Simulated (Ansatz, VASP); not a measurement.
**One calculation of Si, two programs**

The input INCAR:

```
SYSTEM = Si
ALGO = Normal
EDIFF = 1E-7
ENCUT = 520
ISIF = 2
ISMEAR = 0
LASPH = .True.
LCHARG = .True.
LELF = .True.
LREAL = .False.
LVHAR = .True.
LWAVE = .False.
NBANDS = 8
NELM = 60
PREC = Accurate
SIGMA = 0.15
```

The input KPOINTS:

```
k-points
0
Gamma
  22 22 22
  0 0 0
```

File POSCAR:

```
Si
1.0
   -1.7793568589      1.4744730011      1.3203298500
    1.7793568589     -1.4744730011      1.3203298500
    1.7793568589      1.4744730011     -1.3203298500
Si
1
Direct
    0.0000000000      0.0000000000      0.0000000000
```

Input for Ansatz:

```yaml
crystal:
  lattice:
    - [-1.7793568589, 1.4744730011, 1.32032985]
    - [1.7793568589, -1.4744730011, 1.32032985]
    - [1.7793568589, 1.4744730011, -1.32032985]
  atoms:
    - { symbol: Si, position: [0.0, 0.0, 0.0] }
basis:
  ecutwfc: 420
kpoints:
  mp_grid: { grid: [22, 22, 22] }
hamiltonian:
  xc: lda
scf:
  occupations: { method: gaussian, width: 0.15 }
output:
  forces: true
  stress: true
  eigenvalues: true
```

Change from the starting cell: strain +0.0937 x Voigt [1, -1, 0, 0, 0, 0], atoms carried along.

Alike in both runs: task single point; functional LDA; k mesh 22 × 22 × 22; occupations gaussian, width 0.15 eV; no spin polarisation.

|  | VASP | Ansatz |
| --- | --- | --- |
| version | VASP 6.6.1 | Ansatz 0.2.0 |
| potentials or method | VASP PAW LDA potentials, release 64 (Si) | scalar-relativistic, plane waves, PAW |
| plane-wave cutoff (eV) | 520 | 420 |
| valence electrons in the cell | 4 | 4 |

Ansatz gave:

```
gap on the k mesh at the Fermi level (eV)       : none
pressure (GPa)                                  : 0.9
largest component of the traceless stress (GPa) : 2.96
```

**Question.** Which values does VASP return?

**Answer.** gap on the k mesh at the Fermi level (eV): none; pressure (GPa): 0.9; largest component of the traceless stress (GPa): 2.98.

A gap of «none» marks a metal or a gap that the smearing closes.
